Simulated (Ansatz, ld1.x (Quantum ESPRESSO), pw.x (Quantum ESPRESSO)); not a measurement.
## Ag (Z = 47): does the TM potential hold in the solid?

```json
{"Element": "silver (Ag)", "Generator": "ld1.x (Quantum ESPRESSO) 7.5", "Type": "norm-conserving Troullier–Martins (Kleinman–Bylander form)", "Functional": "PBE", "Relativity": "scalar-relativistic", "Frozen core": "[Kr]", "Valence charge": "11", "Reference configuration": "4d8 5s0 5p0 (charge +3)", "Partial waves": "5p (bound, empty): rc 2.20 bohr; 4d (bound): rc 1.45 bohr; 5s (bound, empty): rc 1.60 bohr", "Local potential": "the s channel", "Core correction": "none"}
```

Atomic tests: cutoffs needed: 70 Ry and 110 Ry (the cutoffs (Ry, on a coarse ladder) from which the occupation-weighted sum of valence levels, in a spherical-Bessel basis at the reference potential, stays within 10 and 1 mRy of its value at 400 Ry); ghost test: no extra level below or beside the all-electron valence levels (p, d, s, f tested) (spherical-Bessel basis up to 400 Ry, 20 bohr box); largest excitation error: -436 meV (all-electron minus pseudo) for 4d10 5s0 5p0, out of 7 test configurations.

Crystal test: sc Ag in pw.x 7.5, no spin, 12³ k-points, Fermi–Dirac smearing 0.01 Ry, cutoffs 135/540 Ry. The reference is all-electron LAPW (Ansatz 0.2.0) with the same functional, mesh and smearing; V0 and B0 come from Birch–Murnaghan fits to the pressures at five volumes. Errors are pseudo minus all-electron; Δ is the rms difference of the E(V) curves that follow from these fits, minima aligned, over ±6 % about the mean V0. Mesh and smearing are coarse, so the numbers serve the comparison and aren't converged zero-temperature values; the lattice is a test structure that the element need not adopt.

```csv
V (Å³/atom),P all-electron (GPa),P pseudo (GPa)
19.838,3.74,-2.32
20.360,1.63,-4.14
20.882,-0.15,-5.61
21.404,-1.65,-6.85
21.926,-2.91,-7.85
```

All-electron: a0 = 2.752 Å (V0 = 20.84 Å³/atom), B0 = 66.2 GPa.

Pseudopotential: mean pressure error (GPa): -5.49. The pressure does not cross zero within the volumes sampled, so no fit is given. This is a poor potential for the solid.

Q: At the middle volume, how do free energy and pressure move when the wave cutoff is lowered (ecutrho kept at four times it)?

A:

```csv
cutoff (Ry),shift of F (meV/atom),shift of P (GPa)
61,+540.6,-29.02
81,+21.7,-0.50
108,+11.1,-0.10
```

The run at the middle volume (84 k-points, 24 iterations) took about 1.7 min on one core of a shared host (Neoverse-V1, 32 threads, 247 GiB, load 22).
